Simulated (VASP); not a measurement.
# BaS (Fm-3m) in VASP: a series of runs

BaS is run at these levels: PBE, PBEsol+D3(BJ); tasks: single point.

Program: VASP 6.6.1. These are calculated values, not measurements. Logs are shortened: lines on timing, memory, paths and dates and some standing lists are left out, and cuts for length are marked.

**Experimental background.**

From a printed reference work, monograph, original work of 1988, for a bulk crystal of BaS at 2 K: band gap 3.806 eV (indirect).

How close the calculation comes is told below.

## 1. The cell of the first run

It takes space group Fm-3m (No. 225, cubic). The conventional cell has a = 6.388 Å, b = 6.388 Å, c = 6.388 Å, α = 90.00°, β = 90.00°, γ = 90.00°. Ba (site symmetry m-3m) has 6 S at 3.19 Å within 4.2 Å. Within 4.2 Å of S (site symmetry m-3m) lie 6 Ba at 3.19 Å.

## 2. Single point, PBE

INCAR

```
  PREC = Accurate
  ENCUT = 520
  EDIFF = 1E-6
  ISMEAR = -1
  SIGMA = 0.02
  LREAL = F
  LASPH = T
  NELM = 100
  ALGO = Normal
  ISIF = 2
  LWAVE = F
  LCHARG = F
  GGA = PE
  NBANDS = 15
```

KPOINTS

```
Automatic mesh
0
Gamma
  4 4 4
```

POSCAR

```
BaS
1.0
    0.0000000000      3.1937500000      3.1937500000
    3.1937500000      0.0000000000      3.1937500000
    3.1937500000      3.1937500000      0.0000000000
Ba S
1 1
Direct
    0.0000000000      0.0000000000      0.0000000000
    0.5000000000      0.5000000000      0.5000000000
```

Potentials or basis: VASP PAW PBE potentials, release 64 (Ba_sv, S).

Command:

```bash
$ cat potpaw_PBE.64/Ba_sv/POTCAR potpaw_PBE.64/S/POTCAR > POTCAR
$ mpirun -np 1 vasp_std > vasp.out
```

OUTCAR:

```text
PREC = Accurate
   ENCUT = 520
   EDIFF = 1E-6
   ISMEAR = -1
   LREAL = F
   LASPH = T
   NELM = 100
   ISIF = 2
   GGA = PE

 ion  position               nearest neighbor table
   1  0.000  0.000  0.000-   2 3.19   2 3.19   2 3.19   2 3.19   2 3.19   2 3.19
   2  0.500  0.500  0.500-   1 3.19   1 3.19   1 3.19   1 3.19   1 3.19   1 3.19

  LATTYP: Found a face centered cubic cell.
 ALAT       =     6.3875000000

  Lattice vectors:

 A1 = (   0.0000000000,   3.1937500000,   3.1937500000)
 A2 = (   3.1937500000,   0.0000000000,   3.1937500000)
 A3 = (   3.1937500000,   3.1937500000,   0.0000000000)

Analysis of symmetry for initial positions (statically):
=====================================================================
 Subroutine PRICEL returns:
 Original cell was already a primitive cell.

 Routine SETGRP: Setting up the symmetry group for a
 face centered cubic supercell.

 Subroutine GETGRP returns: Found 48 space group operations
 (whereof 48 operations were pure point group operations)
 out of a pool of 48 trial point group operations.

The static configuration has the point symmetry O_h .

Analysis of symmetry for dynamics (positions and initial velocities):
=====================================================================
 Subroutine PRICEL returns:
 Original cell was already a primitive cell.

 Routine SETGRP: Setting up the symmetry group for a
 face centered cubic supercell.

 Subroutine GETGRP returns: Found 48 space group operations
 (whereof 48 operations were pure point group operations)
 out of a pool of 48 trial point group operations.

The dynamic configuration has the point symmetry O_h .

 Subroutine INISYM returns: Found 48 space group operations
 (whereof 48 operations are pure point group operations),
 and found     1 'primitive' translations

----------------------------------------------------------------------------------------

                                     Primitive cell

  volume of cell :      65.1527

  direct lattice vectors                    reciprocal lattice vectors
     0.000000000  3.193750000  3.193750000    -0.156555773  0.156555773  0.156555773
     3.193750000  0.000000000  3.193750000     0.156555773 -0.156555773  0.156555773
     3.193750000  3.193750000  0.000000000     0.156555773  0.156555773 -0.156555773

  length of vectors
     4.516644565  4.516644565  4.516644565     0.271162553  0.271162553  0.271162553

  position of ions in fractional coordinates (direct lattice)
     0.000000000  0.000000000  0.000000000
     0.500000000  0.500000000  0.500000000

  ion indices of the primitive-cell ions
   primitive index   ion index
                 1           1
                 2           2

----------------------------------------------------------------------------------------

 KPOINTS: Automatic mesh

Automatic generation of k-mesh.
 Grid dimensions read from file:
 generate k-points for:    4    4    4

 Generating k-lattice:

  Cartesian coordinates                     Fractional coordinates (reciprocal lattice)
    -0.039138943  0.039138943  0.039138943     0.250000000  0.000000000  0.000000000
     0.039138943 -0.039138943  0.039138943     0.000000000  0.250000000  0.000000000
     0.039138943  0.039138943 -0.039138943     0.000000000  0.000000000  0.250000000

  Length of vectors
     0.067790638  0.067790638  0.067790638

  Shift w.r.t. Gamma in fractional coordinates (k-lattice)
     0.000000000  0.000000000  0.000000000

 Subroutine IBZKPT returns following result:
 ===========================================

 Found      8 irreducible k-points:

 Following reciprocal coordinates:
            Coordinates               Weight
  0.000000  0.000000  0.000000      1.000000
  0.250000  0.000000  0.000000      8.000000
  0.500000  0.000000  0.000000      4.000000
  0.250000  0.250000  0.000000      6.000000
  0.500000  0.250000  0.000000     24.000000
 -0.250000  0.250000  0.000000     12.000000
  0.500000  0.500000  0.000000      3.000000
 -0.250000  0.500000  0.250000      6.000000
   k-points           NKPTS =      8   k-points in BZ     NKDIM =      8   number of bands    NBANDS=     15
   number of dos      NEDOS =    301   number of ions     NIONS =      2
   total plane-waves  NPLWV =  46656
   dimension x,y,z NGX =    36 NGY =   36 NGZ =   36
   dimension x,y,z NGXF=    72 NGYF=   72 NGZF=   72
   ions per type =               1   1
   NGX,Y,Z   is equivalent  to a cutoff of  13.25, 13.25, 13.25 a.u.
   NGXF,Y,Z  is equivalent  to a cutoff of  26.50, 26.50, 26.50 a.u.
 SYSTEM =  unknown system
   PREC   = accura    normal or accurate (medium, high low for compatibility)
   ISTART =      0    job   : 0-new  1-cont  2-samecut
   ICHARG =      2    charge: 1-file 2-atom 10-const
   ISPIN  =      1    spin polarized calculation?
   LNONCOLLINEAR =      F non collinear calculations
   LSORBIT =      F    spin-orbit coupling
   LASPH  =      T    aspherical Exc in radial PAW
   ENCUT  =  520.0 eV  38.22 Ry    6.18 a.u.   8.40  8.40  8.40*2*pi/ulx,y,z
   NELM   =    100;   NELMIN=  2; NELMDL= -5     # of ELM steps
   EDIFF  = 0.1E-05   stopping-criterion for ELM
   LREAL  =      F    real-space projection
   EDIFFG = 0.1E-04   stopping-criterion for IOM
   NSW    =      0    number of steps for IOM
   IBRION =     -1    ionic relax: 0-MD 1-quasi-New 2-CG
   NFREE  =      0    steps in history (QN), initial steepest desc. (CG)
   ISIF   =      2    stress and relaxation
   ISYM   =      2    0-nonsym 1-usesym 2-fastsym
   POTIM  = 0.5000    time-step for ionic-motion
   TEBEG  =    0.0;   TEEND  =   0.0 temperature during run
   PSTRESS=    0.0 pullay stress
   NELECT =      16.0000    total number of electrons
   NUPDOWN=      -1.0000    fix difference up-down
   EMIN   =  10.00;   EMAX   =-10.00  energy-range for DOS
   EFERMI =   0.00;   METHOD = LEGACY
   ISMEAR =    -1;   SIGMA  =   0.02  broadening in eV -4-tet -1-fermi 0-gaus
   EFERMI_NEDOS =   21; number of points for ismear=-14 and -15
   IALGO  =     38    algorithm
   IMIX   =      4    mixing-type and parameters
     AMIX     =   0.40;   BMIX     =  1.00
     AMIX_MAG =   1.60;   BMIX_MAG =  1.00
  volume/ion in A,a.u.               =      32.58       219.84
  Fermi-wavevector in a.u.,A,eV,Ry     =   1.025189  1.937326 14.299891  1.051012
  Thomas-Fermi vector in A             =   2.159016
   LORBIT       =      0    0 simple, 1 ext, 2 COOP (PROOUT), +10 PAW based schemes
   GGA     = PE    functional components
   LHFCALC =     F    Hartree Fock is set to
   AEXX    =    0.0000 exact exchange contribution
   IVDW    =     0    specifies the selected vdW correction
   LEPSILON=     F    determine dielectric tensor
   LRPA    =     F    only Hartree local field effects (RPA)
 non-spin polarized calculation
  energy-cutoff  :      520.00
  volume of cell :       65.15
 maximum number of plane-waves:      1807
 NGX is ok and might be reduce to    36
   NGX = 17   NGY = 17   NGZ = 17

 number of electron      16.0000001 magnetization

 Free energy of the ion-electron system (eV)
  ---------------------------------------------------
  ext. energy  EPLUGINS =         0.00000000
  ---------------------------------------------------
  free energy    TOTEN  =       -10.17970604 eV

  energy without entropy =      -10.17970604  energy(sigma->0) =      -10.17970604

 E-fermi :   1.9792     XC(G=0):  -8.6241

 val. band max:        1.4601143338   @ k =   0.0000   0.0000   0.0000
 cond. band min:       3.5621055244   @ k =   0.5000   0.5000   0.0000
 fundamental gap:      2.1019911906
 Fermi energy:         1.9791944579

 k-point     1 :       0.0000    0.0000    0.0000
  band No.  band energies     occupation
      1     -24.6226      2.00000
      2      -9.6781      2.00000
      3      -9.6781      2.00000
      4      -9.6781      2.00000
      5      -8.8992      2.00000
      6       1.4601      2.00000
      7       1.4601      2.00000
      8       1.4601      2.00000
      9       5.0566      0.00000
     10       5.3229      0.00000
     11       5.3229      0.00000
     12       5.3229      0.00000
     13       6.2487      0.00000
     14       6.2487      0.00000
     15      10.1919      0.00000

 k-point     2 :       0.2500    0.0000    0.0000
  band No.  band energies     occupation
      1     -24.6003      2.00000
      2     -10.4064      2.00000
      3      -9.6975      2.00000
      4      -9.6975      2.00000
      5      -8.1225      2.00000
      6       0.3112      2.00000
      7       0.8329      2.00000
      8       0.8329      2.00000
      9       5.5576      0.00000
     10       6.2088      0.00000
     11       6.2088      0.00000
     12       6.8434      0.00000
     13       7.8428      0.00000
     14       7.8428      0.00000
     15      12.0485      0.00000

 k-point     3 :       0.5000    0.0000    0.0000
  band No.  band energies     occupation
      1     -24.5779      2.00000
      2     -10.8137      2.00000
      3      -9.7164      2.00000
      4      -9.7164      2.00000
      5      -7.6601      2.00000
      6      -0.4777      2.00000
      7       0.3722      2.00000
      8       0.3722      2.00000
      9       6.9985      0.00000
     10       7.1478      0.00000
     11       7.7611      0.00000
     12       7.7611      0.00000
     13      10.3919      0.00000
     14      10.4232      0.00000
     15      10.4289      0.00000

 k-point     4 :       0.2500    0.2500    0.0000
  band No.  band energies     occupation
      1     -24.5934      2.00000
      2     -10.2719      2.00000
      3      -9.7743      2.00000
      4      -9.7743      2.00000
      5      -8.3015      2.00000
      6       0.1668      2.00000
      7       1.2928      2.00000
      8       1.2928      2.00000
      9       4.2522      0.00000
     10       6.1643      0.00000
     11       6.7477      0.00000
     12       7.1948      0.00000
     13       7.1948      0.00000
     14       9.6336      0.00000
     15      12.8915      0.00000

 k-point     5 :       0.5000    0.2500    0.0000
  band No.  band energies     occupation
      1     -24.5713      2.00000
      2     -10.4962      2.00000
      3      -9.8918      2.00000
      4      -9.7942      2.00000
      5      -8.1420      2.00000
      6       0.2662      2.00000
      7       0.7083      2.00000
      8       0.8143      2.00000
      9       4.8939      0.00000
     10       7.4335      0.00000
     11       8.2274      0.00000
     12       8.3305      0.00000
     13       8.5472      0.00000
     14       9.9160      0.00000
     15      10.2269      0.00000

 k-point     6 :      -0.2500    0.2500    0.0000
  band No.  band energies     occupation
      1     -24.5784      2.00000
      2     -10.5617      2.00000
      3      -9.8982      2.00000
      4      -9.7179      2.00000
      5      -7.9383      2.00000
      6      -0.1166      2.00000
      7       0.4552      2.00000
      8       1.0011      2.00000
      9       5.9678      0.00000
     10       6.7857      0.00000
     11       6.7885      0.00000
     12       7.5098      0.00000
     13       9.1945      0.00000
     14      10.2673      0.00000
     15      11.3299      0.00000

 k-point     7 :       0.5000    0.5000    0.0000
  band No.  band energies     occupation
      1     -24.5648      2.00000
      2     -10.1618      2.00000
      3      -9.8692      2.00000
      4      -9.8692      2.00000
      5      -8.8071      2.00000
      6       0.9354      2.00000
      7       1.3231      2.00000
      8       1.3231      2.00000
      9       3.5621      0.00000
     10       7.3883      0.00000
     11       7.4813      0.00000
     12       8.9474      0.00000
     13       8.9474      0.00000
     14       9.0959      0.00000
     15      10.0177      0.00000

 k-point     8 :      -0.2500    0.5000    0.2500
  band No.  band energies     occupation
      1     -24.5643      2.00000
      2     -10.2107      2.00000
      3     -10.0185      2.00000
      4     -10.0185      2.00000
      5      -8.2669      2.00000
      6       0.3404      2.00000
      7       0.9671      2.00000
      8       0.9671      2.00000
      9       5.7427      0.00000
     10       5.7427      0.00000
     11       7.7496      0.00000
     12       8.3393      0.00000
     13       8.9714      0.00000
     14      10.9958      0.00000
     15      12.0950      0.00000

------------------------ aborting loop because EDIFF is reached ----------------------------------------

  FORCE on cell =-STRESS in cart. coord.  units (eV):
  Direction    XX          YY          ZZ          XY          YZ          ZX
  --------------------------------------------------------------------------------------
  -------------------------------------------------------------------------------------
  Total        0.5971424      0.5971424      0.5971424      0.0000000      0.0000000     -0.0000000
  in kB       14.6843836     14.6843836     14.6843836      0.0000000      0.0000000     -0.0000000
  external PRESSURE =      14.6843836 kB  Pullay stress =       0.0000000 kB

 VOLUME and BASIS-vectors are now :
 -----------------------------------------------------------------------------
  energy-cutoff  :      520.00
  volume of cell :       65.15
      direct lattice vectors                 reciprocal lattice vectors
     0.000000000  3.193750000  3.193750000    -0.156555773  0.156555773  0.156555773
     3.193750000  0.000000000  3.193750000     0.156555773 -0.156555773  0.156555773
     3.193750000  3.193750000  0.000000000     0.156555773  0.156555773 -0.156555773

 POSITION                                       TOTAL-FORCE (eV/Angst)
 -----------------------------------------------------------------------------------
      0.00000      0.00000      0.00000        -0.000000      0.000000     -0.000000
      3.19375      3.19375      3.19375         0.000000     -0.000000      0.000000
 -----------------------------------------------------------------------------------
    total drift:                                0.000000      0.000000      0.000000

  FREE ENERGIE OF THE ION-ELECTRON SYSTEM (eV)
  ---------------------------------------------------
  free  energy   TOTEN  =       -10.1797060410 eV

  energy  without entropy=      -10.1797060410  energy(sigma->0) =      -10.17970604
```

It took 6.2 s on 1 thread of AMD EPYC 9R45 (Zen 5), shared host; peak memory 0.17 GiB.

What came out:

```
Free energy            : -10.1797 eV
Pressure               : 1.5 GPa
Band gap on the k mesh : 2.10 eV (least direct gap 2.24 eV)
```

Caveat: the k points lie up to 0.43 Å⁻¹ apart; spin-orbit coupling is left out, which moves the levels of the heavy elements. As with any semilocal functional, this PBE gap is likely too small.

## 3. Single point, PBEsol+D3(BJ)

This run uses another cell than the first one, of 30.63 Å³/atom.

INCAR

```
SYSTEM = BaS
ALGO = Normal
EDIFF = 1E-7
ENCUT = 520
GGA = PS
ISIF = 2
ISMEAR = -1
IVDW = 12
LASPH = .TRUE.
LCHARG = .TRUE.
LELF = .TRUE.
LREAL = .FALSE.
LVHAR = .TRUE.
LWAVE = .FALSE.
NBANDS = 15
NELM = 60
PREC = Accurate
SIGMA = 0.05
```

KPOINTS

```
k-points
0
G
  7 7 7
  0 0 0
```

POSCAR

```
BaS
1.0
    0.0000000000      3.1289580233      3.1289580233
    3.1289580233      0.0000000000      3.1289580233
    3.1289580233      3.1289580233      0.0000000000
Ba S
1 1
Direct
    0.0000000000      0.0000000000      0.0000000000
    0.5000000000      0.5000000000      0.5000000000
```

Potentials or basis: VASP PAW PBE potentials, release 64 (Ba_sv, S).

Command:

```bash
$ cat potpaw_PBE.64/Ba_sv/POTCAR potpaw_PBE.64/S/POTCAR > POTCAR
$ mpirun -np 1 vasp_std > vasp.out
```

Run time: 13 s. Hardware: 1 thread of AMD EPYC 9R45 (Zen 5), shared host; peak memory 0.18 GiB.

The run converged. Its results:

```
Free energy                : -11.3362 eV
Pressure                   : 0.8 GPa
Band gap on the k mesh     : 1.92 eV (least direct gap 2.04 eV)
Dispersion energy per atom : -0.321 eV
```

Levels at points of the mesh, in eV from the valence-band top:
| k point | band 6 | band 7 | band 8 | band 9 | band 10 | band 11 |
| --- | --- | --- | --- | --- | --- | --- |
| (0.00, 0.00, 0.00) | 0.00 | 0.00 | 0.00 | 3.71 | 3.78 | 3.78 |

Caveat: the PAW data sets were made with another functional, which shifts forces and pressure a little; spin-orbit coupling is left out, which moves the levels of the heavy elements; an odd mesh through Γ misses points on the zone boundary, where band edges can lie.

## 4. Comparison with measurements

Step 3. Against the measured gap of BaS, 3.806 eV (indirect; 2 K; a printed reference work, monograph, original work of 1988), the calculated 1.92 eV is off by -1.88 eV. Spin-orbit coupling on Ba is left out. The value is that of PBEsol+D3(BJ) on a finite k mesh, which can miss the band edges, without temperature or zero-point motion. Semilocal functionals fall short of measured gaps as a rule.
